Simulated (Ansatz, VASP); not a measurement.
One calculation of Sn3Se, two programs

```xyz
4
Lattice="0.0000 3.7331 3.7331 3.7331 0.0000 3.7331 3.7331 3.7331 0.0000" Properties=species:S:1:pos:R:3 pbc="T T T"
Sn    3.7331    3.7331    3.7331
Sn    5.5997    5.5997    5.5997
Sn    1.8666    1.8666    1.8666
Se    0.0000    0.0000    0.0000
```

The cell comes from a database or a generator and needn't be the stable form of this composition.

Alike in both runs: functional LDA; k mesh 6 × 6 × 6; occupations fermi-dirac, width 0.05 eV; no spin polarisation.

|  | VASP | Ansatz |
| --- | --- | --- |
| version | VASP 6.6.1 | Ansatz 0.2.0 |
| potentials or method | VASP PAW LDA potentials, release 64 (Sn_d, Se) | Ansatz PAW |
| plane-wave cutoff (eV) | 520 | 420 |
| valence electrons in the cell | 48 | 58 |
| task | single point | band structure |

|  | VASP | Ansatz | Ansatz less VASP |
| --- | --- | --- | --- |
| gap on the k mesh at the Fermi level (eV) | none | none | - |
| pressure (GPa) | -4.5 | -4.5 | 0.00 |

A gap of «none» marks a metal or a gap that the smearing closes. The two sets of potentials don't hold the same shells in valence.

Caveats: spin-orbit coupling is left out, which moves the levels of the heavy elements (Ansatz); the PAW data sets come from PBE, with cores solved anew for the run's functional, which leaves a small shift of forces and pressure (Ansatz).
